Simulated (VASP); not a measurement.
Wanted: the native input for a VASP 6.6.1 run.

| Item | Value |
| --- | --- |
| Task | single point |
| Functional | PBEsol |
| Potentials or basis | VASP PAW PBE potentials, release 64 (Ca_sv) |
| Cutoff | 520 eV |
| k mesh | 12 × 12 × 12 |
| Occupations | gaussian, width 0.1 eV |
| Spin | no spin polarisation |
| Dipole correction | no |
| Further INCAR settings | ALGO = Normal; EDIFF = 1e-06; NBANDS = 11 |

The structure of Ca lies in POSCAR:

```
Ca
1.0
    3.3739842061      0.0000000000      0.0000000000
    0.0000000000      3.3739842061      0.0000000000
    0.0000000000      0.0000000000      3.3739842061
Ca
1
Direct
    0.0000000000      0.0000000000      0.0000000000
```

This isn't the form of Ca at room conditions, which is fcc.

The cell isn't the ideal one: functional PBEsol, strained and moved within the space group.

The input as run:

INCAR

```
SYSTEM = Ca
PREC = Accurate
ENCUT = 520
EDIFF = 1E-6
ISMEAR = 0
SIGMA = 0.1
LREAL = .False.
LASPH = .True.
NELM = 100
ALGO = Normal
ISIF = 2
LWAVE = .False.
LCHARG = .True.
GGA = PS
LELF = .True.
LVHAR = .True.
NBANDS = 11
```

KPOINTS

```
regular mesh
0
Gamma
  12 12 12
  0 0 0
```

Potentials or basis: VASP PAW PBE potentials, release 64 (Ca_sv).

Launch:

```console
$ cat potpaw_PBE.64/Ca_sv/POTCAR > POTCAR
$ mpirun -np 1 vasp_std > vasp.out
```

It gave:

| Property | Result |
| --- | --- |
| Pressure | 0.9 GPa |
| Band gap on the k mesh | none (metal or under the smearing width) |

Caveat: the PAW data sets were made with another functional, which shifts forces and pressure a little.

It took 17 s on 1 thread of Intel(R) Xeon(R) Platinum 8488C (Sapphire Rapids), with other jobs on the host, peak memory 0.17 GiB.
